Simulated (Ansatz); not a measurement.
## MgF$_{2}$: deformation potentials from a series

```
CELL_PARAMETERS angstrom
4.62130 0.00000 0.00000
0.00000 4.62130 0.00000
0.00000 0.00000 3.01590
ATOMIC_POSITIONS crystal
Mg 0.00000 0.00000 0.00000
Mg 0.50000 0.50000 0.50000
F 0.30280 0.30280 0.00000
F 0.19720 0.80280 0.50000
F 0.69720 0.69720 0.00000
F 0.80280 0.19720 0.50000
```

Atom numbers follow the list: Mg1, Mg2, F3, F4, F5, F6.

The cell comes from COD entry 9007534, which wasn't checked; take it as a given geometry.

These are results of DFT, PBE, all-electron LAPW, scalar-relativistic in Ansatz 0.2.0, not measurements.

Settings: a Γ-centred 5×5×7 k mesh, Fermi–Dirac smearing of 0.02 eV, basis error target 1 meV/atom, no spin polarisation.

The strain is applied along the Cartesian axes of the cell as listed (the other components stay zero). Fractional coordinates are held (clamped ions).

Only quantities that a quadratic follows smoothly over the whole series are listed; rougher ones are left out.

| εzz | direct gap at Γ (eV) |
| --- | --- |
| -0.0300 | 7.492 |
| -0.0200 | 7.403 |
| 0.0000 | 7.231 |
| 0.0100 | 7.147 |
| 0.0200 | 7.064 |
| 0.0300 | 6.983 |

Fit the series and give the slopes at zero strain.

Least-squares fits y = p0 + p1 x + p2 x² to the rows give direct gap at Γ (eV): p1 = -8.48, p2 = 7.2.

One run, at εzz = -0.0100, is withheld. Predict its row.

The fits give 7.316; the run gave 7.316.
